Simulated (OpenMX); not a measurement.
KTaO3:

```
Ta K O
1.0
     3.98830    0.00000    0.00000
     0.00000    3.98830    0.00000
     0.00000    0.00000    3.98830
Ta K O
1 1 3
Cartesian
  0.0000 0.0000 0.0000
  1.9942 1.9942 1.9942
  0.0000 0.0000 1.9942
  0.0000 1.9942 0.0000
  1.9942 0.0000 0.0000
```

- Program: OpenMX 3.8.5
- Task: single point
- Functional: PBE
- Potentials or basis: OpenMX 2013 PBE set, Ta7.0-s3p2d2f1, K10.0-s3p2d1, O6.0-s2p2d1, grid cutoff 400 Ry
- k mesh: 7 × 7 × 7
- Occupations: fermi-dirac, width 0.05 eV
- Spin: no spin polarisation

On this cell: pressure 1.1 GPa; largest force zero by symmetry; band gap on the k mesh 2.17 eV, indirect (least direct gap 2.96 eV).

The same run follows on a disturbed copy (atoms moved at random, drawn with an rms of 0.05 Å):

```
Ta K O
1.0
     3.98830    0.00000    0.00000
     0.00000    3.98830    0.00000
     0.00000    0.00000    3.98830
Ta K O
1 1 3
Direct
  0.99121 0.00637 0.98683
  0.50867 0.49778 0.52255
  0.99651 0.00103 0.48991
  0.00047 0.50424 0.00177
  0.49541 0.00732 0.99587
```

What does the disturbed cell give?

The energy moves by +11.3 meV/atom; pressure 1.3 GPa; largest force 0.624 eV/Å; band gap on the k mesh 2.17 eV, indirect (least direct gap 2.96 eV).

Forces in eV/Å, atoms in the order of the input:
```
Ta   0.254 -0.116  0.417
K   -0.245  0.131 -0.559
O   -0.030  0.067  0.471
O   -0.111 -0.003 -0.227
O    0.132 -0.080 -0.107
```

Caveats: spin-orbit coupling is left out, which moves the levels of the heavy elements; an odd mesh through Γ misses points on the zone boundary, where band edges often lie; the basis of atomic orbitals isn't converged, which shifts pressures, moduli and gaps.
